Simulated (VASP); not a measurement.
# BaS (Fm-3m) in VASP: further runs, part 3 of 3

VASP 6.6.1.

## 6. Electric field gradients, PBE

This run uses another cell than the first one, of 33.55 Å³/atom.

INCAR reads:

```
ALGO = Normal
EDIFF = 1E-8
ENCUT = 520
GGA = PE
ISIF = 2
ISMEAR = -1
ISYM = 0
LASPH = True
LCHARG = False
LEFG = True
LREAL = False
LWAVE = False
NBANDS = 15
NELM = 80
PREC = Accurate
SIGMA = 0.01
```

KPOINTS reads:

```
k-points
0
Gamma
  7 7 7
```

POSCAR reads:

```
BaS
1.0
    0.0000000000      3.2253733438      3.2253733438
    3.2253733438      0.0000000000      3.2253733438
    3.2253733438      3.2253733438      0.0000000000
Ba S
1 1
Direct
    0.0000000000      0.0000000000      0.0000000000
    0.5000000000      0.5000000000      0.5000000000
```

Potentials or basis: VASP PAW PBE potentials, release 64 (Ba_sv, S).

Started as:

```
$ cat potpaw_PBE.64/Ba_sv/POTCAR potpaw_PBE.64/S/POTCAR > POTCAR
$ mpirun -np 1 vasp_std > vasp.out
```

OUTCAR:

```text
EDIFF = 1E-8
   ENCUT = 520
   GGA = PE
   ISIF = 2
   ISMEAR = -1
   ISYM = 0
   LASPH = True
   LREAL = False
   NELM = 80
   PREC = Accurate

 ion  position               nearest neighbor table
   1  0.000  0.000  0.000-   2 3.23   2 3.23   2 3.23   2 3.23   2 3.23   2 3.23
   2  0.500  0.500  0.500-   1 3.23   1 3.23   1 3.23   1 3.23   1 3.23   1 3.23

IMPORTANT INFORMATION: All symmetrisations will be switched off!
NOSYMM: (Re-)initialisation of all symmetry stuff for point group C_1.

----------------------------------------------------------------------------------------

                                     Primitive cell

  volume of cell :      67.1073

  direct lattice vectors                    reciprocal lattice vectors
     0.000000000  3.225373344  3.225373344    -0.155020814  0.155020814  0.155020814
     3.225373344  0.000000000  3.225373344     0.155020814 -0.155020814  0.155020814
     3.225373344  3.225373344  0.000000000     0.155020814  0.155020814 -0.155020814

  length of vectors
     4.561366727  4.561366727  4.561366727     0.268503925  0.268503925  0.268503925

  position of ions in fractional coordinates (direct lattice)
     0.000000000  0.000000000  0.000000000
     0.500000000  0.500000000  0.500000000

  ion indices of the primitive-cell ions
   primitive index   ion index
                 1           1
                 2           2

----------------------------------------------------------------------------------------

 KPOINTS: k-points

Automatic generation of k-mesh.
 Grid dimensions read from file:
 generate k-points for:    7    7    7

 Generating k-lattice:

  Cartesian coordinates                     Fractional coordinates (reciprocal lattice)
    -0.022145831  0.022145831  0.022145831     0.142857143  0.000000000  0.000000000
     0.022145831 -0.022145831  0.022145831     0.000000000  0.142857143  0.000000000
     0.022145831  0.022145831 -0.022145831     0.000000000  0.000000000  0.142857143

  Length of vectors
     0.038357704  0.038357704  0.038357704

  Shift w.r.t. Gamma in fractional coordinates (k-lattice)
     0.000000000  0.000000000  0.000000000

 Subroutine IBZKPT returns following result:
 ===========================================

 Found    172 irreducible k-points:

 Following reciprocal coordinates:
            Coordinates               Weight
  0.000000  0.000000  0.000000      1.000000
  0.142857  0.000000  0.000000      2.000000
  0.000000  0.142857  0.000000      2.000000
  0.000000  0.000000  0.142857      2.000000
  0.142857  0.142857  0.142857      2.000000
  0.285714  0.000000  0.000000      2.000000
[... 16 lines left out ...]
  0.142857 -0.142857 -0.142857      2.000000
  0.285714  0.285714  0.142857      2.000000
 [... further k-points ...]
   k-points           NKPTS =    172   k-points in BZ     NKDIM =    172   number of bands    NBANDS=     15
   number of dos      NEDOS =    301   number of ions     NIONS =      2
   total plane-waves  NPLWV =  46656
   dimension x,y,z NGX =    36 NGY =   36 NGZ =   36
   dimension x,y,z NGXF=    72 NGYF=   72 NGZF=   72
   ions per type =               1   1
   NGX,Y,Z   is equivalent  to a cutoff of  13.12, 13.12, 13.12 a.u.
   NGXF,Y,Z  is equivalent  to a cutoff of  26.24, 26.24, 26.24 a.u.
 SYSTEM =  unknown system
[... 32 lines left out ...]
  Thomas-Fermi vector in A             =   2.148406
   LORBIT       =      0    0 simple, 1 ext, 2 COOP (PROOUT), +10 PAW based schemes
   GGA     = PE    functional components
   LHFCALC =     F    Hartree Fock is set to
   AEXX    =    0.0000 exact exchange contribution
   IVDW    =     0    specifies the selected vdW correction
   LEPSILON=     F    determine dielectric tensor
   LRPA    =     F    only Hartree local field effects (RPA)
 non-spin polarized calculation
  energy-cutoff  :      520.00
  volume of cell :       67.11
 maximum number of plane-waves:      1829
 NGX is ok and might be reduce to    36
   NGX = 17   NGY = 17   NGZ = 17

 number of electron      16.0000001 magnetization

 Free energy of the ion-electron system (eV)
  ---------------------------------------------------
  ext. energy  EPLUGINS =         0.00000000
  ---------------------------------------------------
  free energy    TOTEN  =       -10.19412045 eV

  energy without entropy =      -10.19412045  energy(sigma->0) =      -10.19412045

 E-fermi :   1.5274     XC(G=0):  -8.5037

 val. band max:        1.3031394589   @ k =   0.0000   0.0000   0.0000
 cond. band min:       3.5159148903   @ k =   0.4286   0.4286   0.0000
 fundamental gap:      2.2127754314
 Fermi energy:         1.5273714421

 k-point     1 :       0.0000    0.0000    0.0000
  band No.  band energies     occupation
      1     -24.8665      2.00000
      2      -9.9250      2.00000
      3      -9.9250      2.00000
      4      -9.9250      2.00000
      5      -9.0123      2.00000
      6       1.3031      2.00000
      7       1.3031      2.00000
      8       1.3031      2.00000
      9       4.7601      0.00000
     10       5.1660      0.00000
     11       5.1660      0.00000
     12       5.1660      0.00000
     13       6.0612      0.00000
     14       6.0612      0.00000
[... 401 lines left out ...]
      2     -10.5186      2.00000
      3      -9.9845      2.00000
      4      -9.9738      2.00000
      5      -8.3786      2.00000
      6       0.0559      2.00000
      7       0.8538      2.00000
      8       0.9526      2.00000
      9       4.6651      0.00000
     10       6.1325      0.00000
     11       6.5688      0.00000
     12       6.6240      0.00000
     13       6.9350      0.00000
     14       8.7448      0.00000
     15      11.9557      0.00000

 [... further k-points ...]

------------------------ aborting loop because EDIFF is reached ----------------------------------------

  FORCE on cell =-STRESS in cart. coord.  units (eV):
  Direction    XX          YY          ZZ          XY          YZ          ZX
  --------------------------------------------------------------------------------------
  -------------------------------------------------------------------------------------
  Total        0.0443743      0.0443743      0.0443743     -0.0000004     -0.0000004     -0.0000004
  in kB        1.0594299      1.0594288      1.0594299     -0.0000094     -0.0000089     -0.0000098
  external PRESSURE =       1.0594295 kB  Pullay stress =       0.0000000 kB

 VOLUME and BASIS-vectors are now :
 -----------------------------------------------------------------------------
  energy-cutoff  :      520.00
  volume of cell :       67.11
      direct lattice vectors                 reciprocal lattice vectors
     0.000000000  3.225373344  3.225373344    -0.155020814  0.155020814  0.155020814
     3.225373344  0.000000000  3.225373344     0.155020814 -0.155020814  0.155020814
     3.225373344  3.225373344  0.000000000     0.155020814  0.155020814 -0.155020814

 POSITION                                       TOTAL-FORCE (eV/Angst)
 -----------------------------------------------------------------------------------
      0.00000      0.00000      0.00000        -0.000000     -0.000001      0.000001
      3.22537      3.22537      3.22537         0.000000      0.000001     -0.000001
 -----------------------------------------------------------------------------------
    total drift:                               -0.000000      0.000003     -0.000002

  FREE ENERGIE OF THE ION-ELECTRON SYSTEM (eV)
  ---------------------------------------------------
  free  energy   TOTEN  =       -10.1941204544 eV

  energy  without entropy=      -10.1941204544  energy(sigma->0) =      -10.19412045

 Electric field gradients (V/A^2)
---------------------------------------------------------------------
 ion       V_xx      V_yy      V_zz      V_xy      V_xz      V_yz
---------------------------------------------------------------------
   1       0.000    -0.000    -0.000     0.000     0.000     0.000
   2      -0.000     0.000    -0.000     0.000     0.000     0.000
---------------------------------------------------------------------

 Electric field gradients after diagonalization (V/A^2)
 (convention: |V_zz| > |V_xx| > |V_yy|)
----------------------------------------------------------------------
 ion       V_xx      V_yy      V_zz     asymmetry (V_yy - V_xx)/ V_zz
----------------------------------------------------------------------
   1      -0.000    -0.000     0.000       0.025
   2      -0.000    -0.000     0.000       0.006
----------------------------------------------------------------------

           NMR quadrupolar parameters

 Cq : quadrupolar parameter    Cq=e*Q*V_zz/h
 eta: asymmetry parameters     (V_yy - V_xx)/ V_zz
 Q  : nuclear electric quadrupole moment in mb (millibarn)
----------------------------------------------------------------------
 ion       Cq(MHz)       eta       Q (mb)
----------------------------------------------------------------------
   1       0.000       0.025       1.000
   2       0.000       0.006       1.000
----------------------------------------------------------------------
```

OSZICAR:

```text
N       E                     dE             d eps       ncg     rms          rms(c)
DAV:   1     0.828209626300E+02    0.82821E+02   -0.67840E+03  5160   0.923E+02
DAV:   2    -0.575373616583E+01   -0.88575E+02   -0.80397E+02  7083   0.168E+02
DAV:   3    -0.105882964899E+02   -0.48346E+01   -0.48018E+01  7142   0.413E+01
DAV:   4    -0.106834854636E+02   -0.95189E-01   -0.95164E-01  6669   0.596E+00
DAV:   5    -0.106859008094E+02   -0.24153E-02   -0.24153E-02  7209   0.782E-01    0.464E+00
DAV:   6    -0.101749784976E+02    0.51092E+00   -0.69885E-01  6140   0.501E+00    0.315E+00
DAV:   7    -0.101782104638E+02   -0.32320E-02   -0.18960E-01  6515   0.242E+00    0.209E+00
DAV:   8    -0.101923492012E+02   -0.14139E-01   -0.24719E-02  5916   0.112E+00    0.197E-01
DAV:   9    -0.101931214742E+02   -0.77227E-03   -0.33645E-03  6966   0.425E-01    0.169E-01
DAV:  10    -0.101940077122E+02   -0.88624E-03   -0.10152E-03  5538   0.208E-01    0.436E-02
DAV:  11    -0.101941170799E+02   -0.10937E-03   -0.13890E-04  6441   0.707E-02    0.148E-02
DAV:  12    -0.101941204584E+02   -0.33785E-05   -0.76428E-06  6084   0.181E-02    0.270E-03
DAV:  13    -0.101941203294E+02    0.12893E-06   -0.48807E-07  6676   0.451E-03    0.189E-03
DAV:  14    -0.101941204851E+02   -0.15571E-06   -0.56900E-08  6637   0.183E-03    0.474E-04
DAV:  15    -0.101941204551E+02    0.30024E-07   -0.11792E-08  5507   0.654E-04    0.522E-04
DAV:  16    -0.101941204544E+02    0.75670E-09   -0.11574E-09  3567   0.260E-04
   1 F= -.10194120E+02 E0= -.10194120E+02  d E =-.748930E-12
```

stdout:

```text
POSCAR found type information on POSCAR BaS
 POSCAR found :  2 types and       2 ions
 scaLAPACK will be used
 LDA part: xc-table for (Slater+PW92), standard interpolation
 POSCAR, INCAR and KPOINTS ok, starting setup
 FFT: planning ... GRIDC
 FFT: planning ... GRID_SOFT
 FFT: planning ... GRID
 WAVECAR not read
 entering main loop
ion   1
     0.0000600     0.0000001     0.0000001     0.0000002     0.0000001     0.0000001
     0.0000826     0.0000001     0.0000001     0.0000002     0.0000001     0.0000001
     0.0001137     0.0000001     0.0000001     0.0000002     0.0000001     0.0000001
     0.0001566     0.0000001     0.0000001     0.0000002     0.0000001     0.0000001

     0.0000600    -0.0000064    -0.0000054     0.0000035    -0.0000101    -0.0000029
     0.0000826    -0.0000064    -0.0000054     0.0000035    -0.0000101    -0.0000029
     0.0001137    -0.0000064    -0.0000054     0.0000035    -0.0000101    -0.0000029
     0.0001566    -0.0000064    -0.0000054     0.0000035    -0.0000101    -0.0000029

ion   2
     0.0000369    -0.0000003    -0.0000002     0.0000001    -0.0000002     0.0000001
     0.0000508    -0.0000003    -0.0000002     0.0000001    -0.0000002     0.0000001
     0.0000700    -0.0000003    -0.0000002     0.0000001    -0.0000002     0.0000001
     0.0000964    -0.0000003    -0.0000002     0.0000001    -0.0000002     0.0000001

     0.0000369    -0.0000047    -0.0000043     0.0000026    -0.0000031     0.0000023
     0.0000508    -0.0000047    -0.0000043     0.0000026    -0.0000031     0.0000023
     0.0000700    -0.0000047    -0.0000043     0.0000026    -0.0000031     0.0000023
     0.0000964    -0.0000047    -0.0000043     0.0000026    -0.0000031     0.0000023
```

It took 2 min on 1 thread of Intel Xeon Platinum 8488C (Sapphire Rapids), shared host; peak memory 0.32 GiB.

What came out:

```
Free energy                             : -10.1941 eV
Pressure                                : 0.1 GPa
Band gap on the k mesh                  : 2.21 eV (least direct gap 2.37 eV)
Largest electric field gradient by atom : zero within the noise of the run
```

Caveat: spin-orbit coupling is left out, which moves the levels of the heavy elements; an odd mesh through Γ misses points on the zone boundary, where band edges can lie.

## 7. Overview

| task | cell | k mesh for the DOS | occupations for the DOS | gap on the mesh (eV) | pressure (GPa) |
| --- | --- | --- | --- | --- | --- |
| electric field gradients | a = 4.517 Å, angles 60.0°, 2 atoms | - | - | 2.17 | 1.4 |
| electric field gradients | a = 4.561 Å, angles 60.0°, 2 atoms | - | - | 2.21 | 0.1 |
| electric field gradients | a = 4.605 Å, angles 60.0°, 2 atoms | - | - | 2.25 | -1.0 |
| single point | a = 4.517 Å, angles 60.0°, 2 atoms | 11 × 11 × 11 | tetrahedron | - | - |

Alike in all rows: level PBE; potentials or basis VASP PAW PBE potentials, release 64 (Ba_sv, S); no spin polarisation; k mesh 7 × 7 × 7; cutoff (eV) 520; smearing fermi-dirac 0.01 eV.

Caveats: spin-orbit coupling is left out, which moves the levels of the heavy elements; an odd mesh through Γ misses points on the zone boundary, where band edges can lie (at least some runs).

Total energies depend on the potentials used, so only differences within one code and one set of settings carry meaning.

## 8. How close it comes

Step 6. A measured gap of BaS is 3.806 eV (indirect; 2 K; a printed reference work, monograph, original work of 1988); the calculated 2.21 eV misses it by -1.59 eV. Spin-orbit coupling on Ba is left out. The value is that of PBE on a finite k mesh, which can miss the band edges, without temperature or zero-point motion. Semilocal functionals fall short of measured gaps as a rule.
